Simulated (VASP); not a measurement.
# Ti under changes of volume

One of the cells (15.999 Å³/atom); the others are scaled copies at fixed shape and fractional positions:

```
Ti
1.0
     0.00000    1.99994    1.99994
     1.99994    0.00000    1.99994
     1.99994    1.99994    0.00000
Ti
1
Cartesian
  0.0000 0.0000 0.0000
```

This isn't the form of Ti at room conditions, which is hcp.

```yaml
Program: VASP 6.6.1
Functional: LDA
Potentials_or_basis: VASP PAW LDA potentials, release 64 (Ti_sv)
Cutoff: 520 eV
k_mesh: 10 × 10 × 10
Occupations: fermi-dirac, width 0.05 eV
Spin: no spin polarisation
```

```csv
volume (Å³/atom),energy over the lowest point (meV/atom),pressure (GPa)
15.359,10.58,5.4
15.679,2.56,2.6
15.999,0.00,0.0
16.319,2.45,-2.4
16.639,?,?
```

Question: What does the run at 16.639 Å³/atom give?

Answer: Energy over the lowest point 9.47 meV/atom; pressure -4.5 GPa.

Worked out: A Birch-Murnaghan fit of order 2 (a polynomial in V^(-2/3)) to the other rows has its minimum at 16.00 Å³/atom with B0 = V·E''(V) = 124 GPa. It gives 9.38 meV/atom at 16.639 Å³/atom, against the run's 9.47, and -dE/dV = -4.5 GPa, against -4.5.

Energies are extrapolated to zero smearing.
